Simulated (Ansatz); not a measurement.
# AlNi: a vibration from a frozen displacement

Level of theory: Ansatz 0.2.0, DFT PBE, scalar-relativistic, plane waves, PAW. The runs took a 420 eV cutoff, a Γ-centred 20×20×20 mesh and Gaussian smearing (0.15 eV). No spin polarisation. A magnetic state may lie lower. Energies are free energies at this smearing, counted from the undisturbed cell; pressure is positive in compression.

The starting cell (relaxed at this level; it needn't be the usual structure):

```
Al Ni
1.0
     2.89308    0.00000    0.00000
     0.00000    2.89308    0.00000
     0.00000    0.00000    2.89308
Al Ni
1 1
Direct
  0.00000 0.00000 0.00000
  0.50000 0.50000 0.50000
```

Every Ni atom is moved by x along the Cartesian unit vector (-0.577, -0.577, -0.577); the cell and all other atoms stay fixed. The cell's volume is 24.21 Å³; the moved atoms weigh 58.693 u together and the others 26.982 u. Some rows repeat others by symmetry and weren't run.

| x (Å) | ΔE (meV/cell) | total force on the moved atoms along the move (eV/Å) | pressure (GPa) |
| --- | --- | --- | --- |
| -0.5000 | 932.31 | 4.7169 | 17.6932 |
| -0.4375 | 670.47 | 3.6978 | 13.2261 |
| -0.3750 | 466.14 | 2.8690 | 9.5188 |
| -0.3125 | 308.73 | 2.1900 | 6.4969 |
| -0.2500 | 189.99 | 1.6264 | 4.1013 |
| -0.1875 | 103.64 | 1.1492 | 2.2859 |
| -0.1250 | 45.06 | 0.7337 | 1.0155 |
| -0.0625 | 11.12 | 0.3573 | 0.2631 |
| 0.0000 | 0.00 | 0.0000 | 0.0142 |
| 0.0625 | 11.12 | -0.3573 | 0.2631 |
| 0.1250 | 45.06 | -0.7337 | 1.0155 |
| 0.1875 | 103.64 | -1.1492 | 2.2859 |
| 0.2500 | 189.99 | -1.6264 | 4.1013 |
| 0.3125 | 308.73 | -2.1900 | 6.4969 |
| 0.3750 | 466.14 | -2.8690 | 9.5188 |
| 0.4375 | 670.47 | -3.6978 | 13.2261 |
| 0.5000 | 932.31 | -4.7169 | 17.6932 |

Q: What frequency belongs to this motion?

A: The force constant is k = −dF/dx = 5.717 eV/Å², from the parabola through x = -0.0625, 0 and 0.0625. In every cell the moved atoms swing against the rest, so the mass is μ = m₁m₂/(m₁ + m₂) = 18.484 u, and ν̃ = 521.5 cm⁻¹ × √(|k|/μ) = 290 cm⁻¹. To first order in x, and within 1 %, the force on every atom lies along the move and, within each of the two groups, in proportion to the atom's mass, so this is itself a mode at the zone centre of this cell.

Q: How far does the harmonic law reach?

A: At x = -0.500 Å, kx²/2 = 714.64 meV against the computed 932.31 meV (+30.5 %): the well stiffens in this direction at large amplitude.

Q: The pressure changes with x². What does that say about the frequency under compression?

A: With E = k(V)x²/2, k ∝ V^(−2γ) and x scaling with the cell as V^(1/3), P − P0 = −∂E/∂V = (2γ − 2/3) ΔE/V. At x = 0.1250 Å, V(P − P0) = 24.21 × 1.00136 / 160.2 eV = 151.34 meV and ΔE = 45.06 meV, so γ = 1/3 + V(P − P0)/(2ΔE) = 2.01. This is the Grüneisen parameter of the motion under uniform scaling of the cell: shrinking the cell evenly by 1 % in volume raises the frequency by about 2.01 %.

In a metal these slopes depend on the k mesh and the smearing.